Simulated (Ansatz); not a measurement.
# TaS2: the cost of one run

Computed with Ansatz 0.2.0 (DFT PBE+D3(BJ), scalar-relativistic, plane waves, PAW, unless a step's input says otherwise).

## 1. Starting point

It takes space group P-3m1 (No. 164, trigonal). Conventional cell: a = 3.328 Å, b = 3.328 Å, c = 5.787 Å, α = 90.00°, β = 90.00°, γ = 120.00°. Ta (site symmetry -3m) is surrounded by 6 S at 2.47 Å. S (site symmetry 3m) has 3 Ta at 2.47 Å as nearest neighbours.

Structure file:

```cif
data_structure
_symmetry_space_group_name_H-M 'P 1'
_symmetry_Int_Tables_number 1
_cell_length_a 3.3283
_cell_length_b 3.3283
_cell_length_c 5.7868
_cell_angle_alpha 90.000
_cell_angle_beta 90.000
_cell_angle_gamma 120.000
_cell_volume 55.52
loop_
_atom_site_label
_atom_site_type_symbol
_atom_site_fract_x
_atom_site_fract_y
_atom_site_fract_z
_atom_site_occupancy
Ta1 Ta 0.00000 0.00000 0.00000 1
S1 S 0.33333 0.66667 0.26700 1
S2 S 0.66667 0.33333 0.73300 1
```

It is the result of an earlier relaxation at this level (volume 18.51 Å³/atom; gap on the mesh: none (metal)).

## 2. Volume × 0.97

input.yaml

```yaml
crystal:
  lattice:
    - [3.2947052488, 0.0, 0.0]
    - [-1.6473526244, 2.8532984435, 0.0]
    - [0.0, 0.0, 5.7283792075]
  atoms:
    - { symbol: Ta, position: [0.0, 0.0, 0.0] }
    - { symbol: S, position: [0.3333333333, 0.6666666667, 0.2669984516] }
    - { symbol: S, position: [0.6666666667, 0.3333333333, 0.7330015484] }
basis:
  ecutwfc: 420
kpoints:
  mp_grid: { grid: [15, 15, 8] }
hamiltonian:
  xc: pbe
  dispersion: d3bj
scf:
  occupations: { method: gaussian, width: 0.1 }
output:
  forces: true
  stress: true
  eigenvalues: true
relax:
  adjacent_minimum: "off"
  f_tol: 0.01
  max_steps: 30
  cell: { stress_tol: 0.1, fix: [volume] }
```

Started as:

```bash
ansatz run input.yaml --threads 1 --pin off --max-ram 2560MiB --backend cpu --events-out ev --progress --plain --runs-dir out
```

Q: Estimate wall time and peak memory on 1 thread of an x86-64 CPU, shared host.

About 18 s, with a peak of 0.58 GiB.
